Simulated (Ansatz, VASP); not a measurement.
GaN in VASP and in Ansatz

POSCAR

```
GaN
1.0
    0.0000000000      2.0241746275      2.2029881915
    2.0241746275      0.0000000000      2.2029881915
    2.0241746275      2.0241746275      0.0000000000
Ga N
1 1
Direct
    0.0000000000      0.0000000000      0.0000000000
    0.5000000000      0.5000000000      0.5000000000
```

Contents of INCAR.step1:

```
ALGO = Normal
EDIFF = 1E-4
ENCUT = 520
GGA = PE
ISMEAR = 0
LASPH = T
LCHARG = F
LREAL = F
LWAVE = T
NBANDS = 16
NELM = 80
PREC = Accurate
SIGMA = 0.01
```

INCAR.step2

```
ALGO = Normal
EDIFF = 1E-6
ENCUT = 520
ISIF = 2
ISMEAR = 0
ISTART = 1
LASPH = T
LCHARG = F
LMIXTAU = T
LREAL = F
LWAVE = F
METAGGA = R2SCAN
NBANDS = 16
NELM = 80
PREC = Accurate
SIGMA = 0.01
```

File KPOINTS:

```
k-points
0
Gamma
  10 10 10
```

Input for Ansatz:

```yaml
crystal:
  lattice:
    - [0.0, 2.0241746275, 2.2029881915]
    - [2.0241746275, 0.0, 2.2029881915]
    - [2.0241746275, 2.0241746275, 0.0]
  atoms:
    - { symbol: Ga, position: [0.0, 0.0, 0.0] }
    - { symbol: "N", position: [0.5, 0.5, 0.5] }
kpoints:
  mp_grid: { grid: [10, 10, 10] }
  band_path:
    path:
      - [0.0, 0.0, 0.0]
      - [0.5, 0.0, 0.5]
      - [0.625, 0.25, 0.625]
      - [0.375, 0.375, 0.75]
      - [0.5, 0.5, 0.5]
      - [0.5, 0.25, 0.75]
      - [0.200521, 0.200521, 0.401042]
      - [0.0, 0.5, 0.5]
    npoints: 1
hamiltonian:
  xc: r2scan
scf:
  occupations: { method: fixed }
  n_extra_bands: 4
output:
  forces: true
  stress: true
  eigenvalues: true
  write_density: true
  write_potential: true
  elf: true
  volumetric_format: npy
```

Change from the starting cell: epitaxial_xy strain -4.0%.

Alike in both runs: task single point; functional r2SCAN; k mesh 10 × 10 × 10; no spin polarisation.

|  | VASP | Ansatz |
| --- | --- | --- |
| version | VASP 6.6.1 | Ansatz 0.2.0 |
| potentials or method | VASP PAW PBE potentials, release 64 (Ga_d, N) | plane waves, PAW |
| plane-wave cutoff (eV) | 520 | 500 |
| occupations | gaussian, width 0.01 eV | fixed |
| valence electrons in the cell | 18 | 18 |

```csv
,VASP,Ansatz,Ansatz less VASP
gap on the k mesh at the Fermi level (eV),1.02,1.06,+0.032
pressure (GPa),14.7,13.2,-1.48
largest component of the traceless stress (GPa),13.86,13.14,-0.719
```

Caveats: the PAW data sets were made with another functional, which shifts forces and pressure a little (VASP). A k mesh can miss the band edges.
